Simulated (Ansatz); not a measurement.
The same path of a periodic cell of 17 atoms, Si (host Si, host structure diamond, interstitial Si) was run twice with different band settings. Lost on the way: Si1–Si17. Made: Si16–Si17.

These are results of Ansatz 0.2.0, DFT PBEsol, scalar-relativistic, plane waves, PAW, not measurements. Settings: cutoff 420 eV, k mesh 2x2x2, gaussian smearing 0.02 eV, no spin polarisation.

Relaxed end points:

```xyz
17
Lattice="0.0000 5.4300 5.4300 5.4300 0.0000 5.4300 5.4300 5.4300 0.0000" Properties=species:S:1:pos:R:3
Si 0.028 0.028 0.027
Si 1.364 1.362 1.361
Si 2.695 2.695 0.021
Si 4.075 4.075 1.391
Si 2.694 0.022 2.694
Si 4.074 1.391 4.075
Si 5.435 2.711 2.711
Si 6.755 4.073 4.072
Si 0.023 2.693 2.693
Si 1.392 4.074 4.074
Si 2.711 5.435 2.711
Si 4.073 6.755 4.072
Si 2.711 2.710 5.436
Si 4.072 4.072 6.755
Si 5.433 5.433 5.433
Si 6.787 6.787 6.787
Si 9.508 9.507 9.506
```

```xyz
17
Lattice="0.0000 5.4300 5.4300 5.4300 0.0000 5.4300 5.4300 5.4300 0.0000" Properties=species:S:1:pos:R:3
Si 0.001 -0.005 -0.002
Si 1.353 1.347 1.351
Si 2.716 2.709 0.031
Si 4.078 4.072 1.351
Si 2.716 0.027 2.713
Si 4.078 1.347 4.076
Si 5.398 2.709 2.713
Si 6.766 4.089 4.093
Si 0.033 2.709 2.713
Si 1.353 4.072 4.076
Si 2.716 5.392 2.713
Si 4.096 6.759 4.094
Si 2.715 2.710 5.396
Si 4.096 4.090 6.763
Si 5.431 5.423 5.428
Si 6.765 6.759 6.763
Si 8.146 8.138 8.143
```

Common settings: movable images 3; climbing image yes; optimiser quadratic models (default); end points relaxed.

| run | spring | start path | force threshold | iteration limit |
| --- | --- | --- | --- | --- |
| 1 | 1.0 eV/Å² | straight line | 0.03 eV/Å | 80 |
| 2 | 5.0 eV/Å² | default | 0.4 eV/Å | 50 |

(1) What does each run give, and how far can it be trusted?

Answers

(1) Run 1: converged after 31 iterations, highest image 0.295 eV above the first end. By the program's own check the climbing image is a first-order saddle point (lowest curvatures found: -0.30 and 0.70 eV/Å²).
Run 2: converged after 3 iterations, highest image 0.317 eV above the first end. The threshold of 0.4 eV/Å is loose, so the images may lie well off the minimum-energy path. The order of the stationary point at the top wasn't checked.
Limits of this set-up: coarse k mesh.
